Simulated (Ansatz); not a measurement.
Here is an Ansatz 0.2.0 calculation.

Contents of input.yaml:

```yaml
crystal:
  lattice:
    - [3.9044512986, 0.0, 0.0]
    - [-1.9522256493, 3.3813540124, 0.0]
    - [0.0, 0.0, 6.450783]
  atoms:
    - { symbol: Ge, position: [0.3333333333, 0.6666666667, 0.000392] }
    - { symbol: Ge, position: [0.6666666667, 0.3333333333, 0.500392] }
    - { symbol: Si, position: [0.3333333333, 0.6666666667, 0.374607] }
    - { symbol: Si, position: [0.6666666667, 0.3333333333, 0.874607] }
hamiltonian:
  xc: pbesol
  pseudopotentials: { kind: paw }
kpoints:
  mp_grid: { grid: [8, 8, 4] }
scf:
  occupations: { method: fixed }
output:
  forces: true
  stress: true
elastic:
  mode: relaxed_ion
  stencil: two_point
```

Potentials or basis: Ansatz PAW.

The run is started by

```console
$ ansatz run input.yaml --threads 2 --pin off --max-ram 5632MiB --backend cpu --events-out ev --progress --plain --runs-dir out
```

Task: What does it give for the Voigt bulk modulus?

Result: 80 GPa.

Task: What does it give for the pressure?

Result: -0.3 GPa.

Stress tensor (GPa, compression positive):
```
-0.22  0.00  0.00
 0.00 -0.22  0.00
 0.00  0.00 -0.34
```

Caveat: the PAW data sets come from PBE, with cores solved anew for the run's functional, which leaves a small shift of forces and pressure.
